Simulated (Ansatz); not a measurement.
Crystal: Al2O3.

```xyz
5
Lattice="3.0175 0.0000 0.0000 -1.5087 2.6132 0.0000 0.0000 0.0000 7.5746" Properties=species:S:1:pos:R:3 pbc="T T T"
Al    0.0000    0.0000    5.4693
Al    0.0000    0.0000    2.1054
O     0.0000    0.0000    3.7873
O     1.5087    0.8711    6.0638
O     0.0000    1.7421    1.5108
```

Measurements of this composition are mostly on another form, of space group No. 167.

Base run:

* Program: Ansatz 0.2.0
* Functional: LDA
* Potentials or basis: Ansatz PAW
* Cutoff: 420 eV
* Density cutoff: 1680 eV
* k mesh: 10 × 10 × 4
* Occupations: fermi-dirac, width 0.05 eV
* Spin: no spin polarisation

Its results: band gap on the k mesh 2.20 eV, direct; pressure -8.3 GPa; largest force 0.459 eV/Å.

After a change of settings the same cell gave: band gap on the k mesh 2.20 eV, direct; pressure -3.7 GPa; largest force 0.185 eV/Å. Which change was it?
A. functional from LDA to r2SCAN; cutoff from 420 eV to 500 eV; density cutoff from 1680 eV to 2000 eV
B. k mesh from 10 × 10 × 4 to 7 × 7 × 3
C. functional from LDA to r2SCAN; cutoff from 420 eV to 500 eV; density cutoff from 1680 eV to 2000 eV; k mesh from 10 × 10 × 4 to 7 × 7 × 3
D. functional from LDA to PBEsol

D.

PBEsol binds less tightly than LDA, so the same cell stands under more pressure.

Caveats: the PAW data sets come from PBE, with cores solved anew for the run's functional, which leaves a small shift of forces and pressure.

Not every run made on this cell is shown here.
